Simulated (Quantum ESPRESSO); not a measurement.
# Nb (Fm-3m) in Quantum ESPRESSO: a series of runs

The runs below take Nb through single point, equation of state, with PBEsol.

All numbers are computed with Quantum ESPRESSO 7.5; they aren't measurements. Logs are shortened: lines on timing, memory, paths and dates and some standing lists are left out, and cuts for length are marked.

## (1) The structure

Symmetry: Fm-3m, No. 225, cubic system. Conventional cell: a = 4.230 Å, b = 4.230 Å, c = 4.230 Å, α = 90.00°, β = 90.00°, γ = 90.00°. Around Nb (site symmetry m-3m) lie 12 Nb at 2.99 Å.

This isn't the form of Nb at room conditions, which is bcc.

## (2) Single point, PBEsol, 17.79 Å³/atom

The input, pw.in:

```
&CONTROL
  calculation = 'scf'
  prefix = 'pwscf'
  outdir = './tmp'
  pseudo_dir = './pseudo'
  tstress = .true.
  disk_io = 'nowf'
/
&SYSTEM
  ibrav = 0
  nat = 1
  ntyp = 1
  ecutwfc = 45
  ecutrho = 360
  nbnd = 12
  occupations = 'smearing'
  smearing = 'fd'
  degauss = 0.00367493
/
&ELECTRONS
  conv_thr = 2d-10
  electron_maxstep = 120
  mixing_beta = 0.5
/
ATOMIC_SPECIES
Nb    92.9064 nb_pbesol_v1.uspp.F.UPF
CELL_PARAMETERS angstrom
   0.0000000000    2.0718246199    2.0718246199
   2.0718246199    0.0000000000    2.0718246199
   2.0718246199    2.0718246199    0.0000000000
ATOMIC_POSITIONS crystal
Nb     0.0000000000    0.0000000000    0.0000000000
K_POINTS automatic
11 11 11 0 0 0
```

Potentials or basis: GBRV 1.5 PBEsol.

Command:

```
$ OMP_NUM_THREADS=1 mpirun -n 2 pw.x -nk 2 -in pw.in > pw.out
```

pw.out:

```text
This program is part of the open-source Quantum ESPRESSO suite
     for quantum simulation of materials; please cite
[... 13 lines left out ...]
     --------------------
     sticks:   dense  smooth     PW     G-vecs:    dense   smooth      PW
     Sum         757     379    121                13803     4909     941

     Using Slab Decomposition

     bravais-lattice index     =            0
     lattice parameter (alat)  =       5.5369  a.u.
     unit-cell volume          =     120.0288 (a.u.)^3
     number of atoms/cell      =            1
     number of atomic types    =            1
     number of electrons       =        13.00
     number of Kohn-Sham states=           12
     kinetic-energy cutoff     =      45.0000  Ry
     charge density cutoff     =     360.0000  Ry
     scf convergence threshold =      2.0E-10
     mixing beta               =       0.5000
     number of iterations used =            8  plain     mixing
     Exchange-correlation= SLA  PW   PSX  PSC
                           (   1   4  10   8   0   0   0)

     celldm(1)=   5.536902  celldm(2)=   0.000000  celldm(3)=   0.000000
     celldm(4)=   0.000000  celldm(5)=   0.000000  celldm(6)=   0.000000

     crystal axes: (cart. coord. in units of alat)
               a(1) = (   0.000000   0.707107   0.707107 )
               a(2) = (   0.707107   0.000000   0.707107 )
               a(3) = (   0.707107   0.707107   0.000000 )

     reciprocal axes: (cart. coord. in units 2 pi/alat)
               b(1) = ( -0.707107  0.707107  0.707107 )
               b(2) = (  0.707107 -0.707107  0.707107 )
               b(3) = (  0.707107  0.707107 -0.707107 )

     PseudoPot. # 1 for Nb read from file:
     nb_pbesol_v1.uspp.F.UPF
     Pseudo is Ultrasoft + core correction, Zval = 13.0
     Generated by new atomic code, or converted to UPF format
     Using radial grid of  887 points,  6 beta functions with:
                l(1) =   0
                l(2) =   0
                l(3) =   1
                l(4) =   1
                l(5) =   2
                l(6) =   2
     Q(r) pseudized with  6 coefficients,  rinner =    1.000   1.000   1.000
                                                       1.000   1.000

     atomic species   valence    mass     pseudopotential
     Nb               13.00    92.90640     Nb( 1.00)

     48 Sym. Ops., with inversion, found

   Cartesian axes

     site n.     atom                  positions (alat units)
         1        Nb     tau(   1) = (   0.0000000   0.0000000   0.0000000  )

     number of k points=    56  Fermi-Dirac smearing, width (Ry)=  0.0037
                       cart. coord. in units 2pi/alat
        k(    1) = (   0.0000000   0.0000000   0.0000000), wk =   0.0015026
        k(    2) = (   0.0642824   0.0642824  -0.0642824), wk =   0.0120210
        k(    3) = (   0.1285649   0.1285649  -0.1285649), wk =   0.0120210
        k(    4) = (   0.1928473   0.1928473  -0.1928473), wk =   0.0120210
        k(    5) = (   0.2571297   0.2571297  -0.2571297), wk =   0.0120210
        k(    6) = (   0.3214122   0.3214122  -0.3214122), wk =   0.0120210
[... 48 lines left out ...]
        k(   55) = (  -0.0642824  -0.4499770   0.7071068), wk =   0.0360631
        k(   56) = (   0.0000000  -0.3856946   0.6428243), wk =   0.0360631

     Dense  grid:    13803 G-vectors     FFT dimensions: (  36,  36,  36)

     Smooth grid:     4909 G-vectors     FFT dimensions: (  24,  24,  24)

     Initial potential from superposition of free atoms

     starting charge      12.9975, renormalised to      13.0000
     Starting wfcs are   13 randomized atomic wfcs

     Self-consistent Calculation

     iteration #  1     ecut=    45.00 Ry     beta= 0.50
     Davidson diagonalization with overlap
     ethr =  1.00E-02,  avg # of iterations =  4.6

     Threshold (ethr) on eigenvalues was too large:
     Diagonalizing with lowered threshold

     Davidson diagonalization with overlap
     ethr =  7.14E-04,  avg # of iterations =  1.1

     total energy              =    -117.89006522 Ry
     estimated scf accuracy    <       0.09371518 Ry
[... 43 lines left out ...]
     iteration #  8     ecut=    45.00 Ry     beta= 0.50
     Davidson diagonalization with overlap
     ethr =  4.79E-12,  avg # of iterations =  2.6

     End of self-consistent calculation

          k = 0.0000 0.0000 0.0000 (   609 PWs)   bands (ev):

   -36.1514 -11.4637 -11.4637 -11.4637  12.1297  18.5378  18.5378  18.5378
    21.3336  21.3336  30.3210  35.2763

          k = 0.0643 0.0643-0.0643 (   612 PWs)   bands (ev):
[... 106 lines left out ...]
   -35.9326 -12.4935 -11.9212 -11.6146  15.5293  17.4389  17.7892  19.4635
    21.0183  24.5002  31.4303  33.7700

          k = 0.0000-0.2571 0.2571 (   610 PWs)   bands (ev):

   -35.9908 -12.2618 -11.7963 -11.5542  14.8399  17.1547  18.4474  19.8756
    19.9352  23.1365  32.1881  34.8540

          k = 0.3857 0.0000-0.0000 (   612 PWs)   bands (ev):
[... 46 lines left out ...]
   -35.8367 -12.5267 -12.3295 -11.8427  15.2631  16.2936  18.8674  21.1712
    22.9658  26.9775  29.0891  31.9684

          k = 0.6428-0.0000 0.0000 (   620 PWs)   bands (ev):

   -35.8345 -12.7637 -11.9568 -11.9568  14.1654  14.9292  22.0855  23.4002
    23.8389  23.8389  30.4744  30.4744

          k =-0.0000-0.6428 0.6428 (   616 PWs)   bands (ev):

   -35.8278 -12.7564 -12.0203 -11.9513  14.2737  15.0511  21.3844  23.0284
    23.9650  25.2666  29.4380  30.7700

          k = 0.2571 0.1286 0.0000 (   604 PWs)   bands (ev):

   -36.0398 -12.0275 -11.6642 -11.5592  13.9950  17.1862  18.9344  19.5981
    20.2020  22.0449  32.9387  33.8415

          k = 0.3214 0.1928-0.0643 (   607 PWs)   bands (ev):
[... 36 lines left out ...]
   -35.8823 -12.5691 -12.0922 -11.7250  16.1356  16.8413  17.5426  20.0268
    22.0226  25.7418  30.5320  33.2918

          k = 0.0000-0.2571 0.3857 (   617 PWs)   bands (ev):

   -35.9264 -12.4525 -11.9656 -11.6571  15.8247  16.8431  17.5651  20.2105
    20.9320  24.5562  31.9238  34.5274

          k = 0.5143 0.1286 0.0000 (   610 PWs)   bands (ev):

   -35.8797 -12.5763 -11.9470 -11.8638  14.9432  15.6334  19.2197  22.0141
    22.3988  24.2554  31.7926  32.6011

          k =-0.1286-0.5143 0.6428 (   622 PWs)   bands (ev):
[... 6 lines left out ...]
   -35.8387 -12.5457 -12.2700 -11.8718  15.4807  16.3991  18.4206  20.8454
    23.2772  27.5147  28.5524  32.3279

          k = 0.0000-0.3857 0.5143 (   616 PWs)   bands (ev):

   -35.8510 -12.4684 -12.3340 -11.8055  16.0743  16.7525  17.6597  20.4616
    22.5383  26.5633  30.9604  31.1628

          k =-0.0643-0.5785 0.7071 (   617 PWs)   bands (ev):
[... 21 lines left out ...]
   -35.8318 -12.5605 -12.2062 -11.9667  15.3389  16.2297  18.4739  21.0800
    23.8455  27.4765  30.1472  30.2062

          k = 0.0000-0.3857 0.6428 (   617 PWs)   bands (ev):

   -35.8298 -12.4352 -12.3595 -11.9597  15.6342  16.8684  17.7231  20.5307
    23.8460  28.4103  29.0847  30.8254

     the Fermi energy is    18.4825 ev

!    total energy              =    -117.90195923 Ry
     estimated scf accuracy    <          2.9E-11 Ry
     smearing contrib. (-TS)   =      -0.00083258 Ry
     internal energy E=F+TS    =    -117.90112664 Ry

     The total energy is F=E-TS. E is the sum of the following terms:
     one-electron contribution =     -15.36505421 Ry
     hartree contribution      =      14.74248449 Ry
     xc contribution           =     -18.32506425 Ry
     ewald contribution        =     -98.95349267 Ry

     convergence has been achieved in   8 iterations

     Computing stress (Cartesian axis) and pressure

          total   stress  (Ry/bohr**3)                   (kbar)     P=       24.36
   0.00016563  -0.00000000  -0.00000000           24.36       -0.00       -0.00
  -0.00000000   0.00016563  -0.00000000           -0.00       24.36       -0.00
  -0.00000000  -0.00000000   0.00016563           -0.00       -0.00       24.36

=------------------------------------------------------------------------------=
   JOB DONE.
=------------------------------------------------------------------------------=
```

It took 3.7 s on 2 MPI ranks of Intel Xeon 6975P-C (Granite Rapids), shared host; peak memory 0.14 GiB.

What came out:

```yaml
Free_energy: -1604.1379 eV
Pressure: 2.4 GPa
Band_gap_on_the_k_mesh: none (metal or under the smearing width)
```

## (3) Single point, PBEsol, 18.16 Å³/atom

Changes to pw.in since step 2:

```diff
@@ -27,5 +27,5 @@
 CELL_PARAMETERS angstrom
-   0.0000000000    2.0718246199    2.0718246199
-   2.0718246199    0.0000000000    2.0718246199
-   2.0718246199    2.0718246199    0.0000000000
+   0.0000000000    2.0864154149    2.0864154149
+   2.0864154149    0.0000000000    2.0864154149
+   2.0864154149    2.0864154149    0.0000000000
 ATOMIC_POSITIONS crystal
```

Potentials or basis: GBRV 1.5 PBEsol.

Command:

```
$ OMP_NUM_THREADS=1 mpirun -n 2 pw.x -nk 2 -in pw.in > pw.out
```

It took 3.7 s on 2 MPI ranks of Intel Xeon 6975P-C (Granite Rapids), shared host; peak memory 0.14 GiB.

The run converged. Its results:

* Free energy: -1604.1398 eV
* Pressure: -1.4 GPa
* Band gap on the k mesh: none (metal or under the smearing width)

## (4) Single point, PBEsol, 18.54 Å³/atom

Changes to pw.in since step 3:

```diff
@@ -27,5 +27,5 @@
 CELL_PARAMETERS angstrom
-   0.0000000000    2.0864154149    2.0864154149
-   2.0864154149    0.0000000000    2.0864154149
-   2.0864154149    2.0864154149    0.0000000000
+   0.0000000000    2.1008049414    2.1008049414
+   2.1008049414    0.0000000000    2.1008049414
+   2.1008049414    2.1008049414    0.0000000000
 ATOMIC_POSITIONS crystal
```

Command:

```
$ OMP_NUM_THREADS=1 mpirun -n 2 pw.x -nk 2 -in pw.in > pw.out
```

Run time: 4 s. Hardware: 2 MPI ranks of Intel Xeon 6975P-C (Granite Rapids), shared host; peak memory 0.14 GiB.

It converged, with:

```
Free energy            : -1604.1332 eV
Pressure               : -4.8 GPa
Band gap on the k mesh : none (metal or under the smearing width)
```

## (5) Single point, PBEsol, 18.92 Å³/atom

Changes to pw.in since step 4:

```diff
@@ -27,5 +27,5 @@
 CELL_PARAMETERS angstrom
-   0.0000000000    2.1008049414    2.1008049414
-   2.1008049414    0.0000000000    2.1008049414
-   2.1008049414    2.1008049414    0.0000000000
+   0.0000000000    2.1150000000    2.1150000000
+   2.1150000000    0.0000000000    2.1150000000
+   2.1150000000    2.1150000000    0.0000000000
 ATOMIC_POSITIONS crystal
```

Command:

```
$ OMP_NUM_THREADS=1 mpirun -n 2 pw.x -nk 2 -in pw.in > pw.out
```

Wall time 3.3 s (2 MPI ranks of Intel Xeon 6975P-C (Granite Rapids), shared host); peak memory 0.14 GiB.

It converged, with:

```yaml
Free_energy: -1604.1189 eV
Pressure: -7.9 GPa
Band_gap_on_the_k_mesh: none (metal or under the smearing width)
```

## (6) Single point, PBEsol, 19.30 Å³/atom

Changes to pw.in since step 5:

```diff
@@ -27,5 +27,5 @@
 CELL_PARAMETERS angstrom
-   0.0000000000    2.1150000000    2.1150000000
-   2.1150000000    0.0000000000    2.1150000000
-   2.1150000000    2.1150000000    0.0000000000
+   0.0000000000    2.1290070307    2.1290070307
+   2.1290070307    0.0000000000    2.1290070307
+   2.1290070307    2.1290070307    0.0000000000
 ATOMIC_POSITIONS crystal
```

Potentials or basis: GBRV 1.5 PBEsol.

Command:

```
$ OMP_NUM_THREADS=1 mpirun -n 2 pw.x -nk 2 -in pw.in > pw.out
```

Run time: 3.2 s. Hardware: 2 MPI ranks of Intel Xeon 6975P-C (Granite Rapids), shared host; peak memory 0.16 GiB.

The run converged. Its results:

| Item | Value |
| --- | --- |
| Free energy | -1604.0977 eV |
| Pressure | -10.6 GPa |
| Band gap on the k mesh | none (metal or under the smearing width) |

## (7) Single point, PBEsol, 19.68 Å³/atom

Changes to pw.in since step 6:

```diff
@@ -27,5 +27,5 @@
 CELL_PARAMETERS angstrom
-   0.0000000000    2.1290070307    2.1290070307
-   2.1290070307    0.0000000000    2.1290070307
-   2.1290070307    2.1290070307    0.0000000000
+   0.0000000000    2.1428321391    2.1428321391
+   2.1428321391    0.0000000000    2.1428321391
+   2.1428321391    2.1428321391    0.0000000000
 ATOMIC_POSITIONS crystal
```

Command:

```
$ OMP_NUM_THREADS=1 mpirun -n 2 pw.x -nk 2 -in pw.in > pw.out
```

Wall time 3.3 s (2 MPI ranks of Intel Xeon 6975P-C (Granite Rapids), shared host); peak memory 0.14 GiB.

The run converged. Its results:

| Property | Result |
| --- | --- |
| Free energy | -1604.0703 eV |
| Pressure | -13.1 GPa |
| Band gap on the k mesh | none (metal or under the smearing width) |

## (8) Single point, PBEsol, 20.06 Å³/atom

Changes to pw.in since step 7:

```diff
@@ -27,5 +27,5 @@
 CELL_PARAMETERS angstrom
-   0.0000000000    2.1428321391    2.1428321391
-   2.1428321391    0.0000000000    2.1428321391
-   2.1428321391    2.1428321391    0.0000000000
+   0.0000000000    2.1564811194    2.1564811194
+   2.1564811194    0.0000000000    2.1564811194
+   2.1564811194    2.1564811194    0.0000000000
 ATOMIC_POSITIONS crystal
```

Command:

```
$ OMP_NUM_THREADS=1 mpirun -n 2 pw.x -nk 2 -in pw.in > pw.out
```

It took 3.2 s on 2 MPI ranks of Intel Xeon 6975P-C (Granite Rapids), shared host; peak memory 0.14 GiB.

The run converged. Its results:

| Item | Value |
| --- | --- |
| Free energy | -1604.0372 eV |
| Pressure | -15.4 GPa |
| Band gap on the k mesh | none (metal or under the smearing width) |

## (9) Equation of state, PBEsol

Potentials or basis: GBRV 1.5 PBEsol.

No new run: the results of the series are fitted here.

What came out:

```yaml
Equilibrium_volume: 18.06 Å³/atom
Bulk_modulus: 178 GPa
Pressure_derivative_of_the_bulk_modulus: 4.0
```

Energy against volume, from the lowest point:
```csv
volume (Å³/atom),energy (meV/atom)
17.786,1.95
18.165,0.00
18.543,6.61
18.922,20.89
19.300,42.14
19.679,69.57
20.057,102.66
```
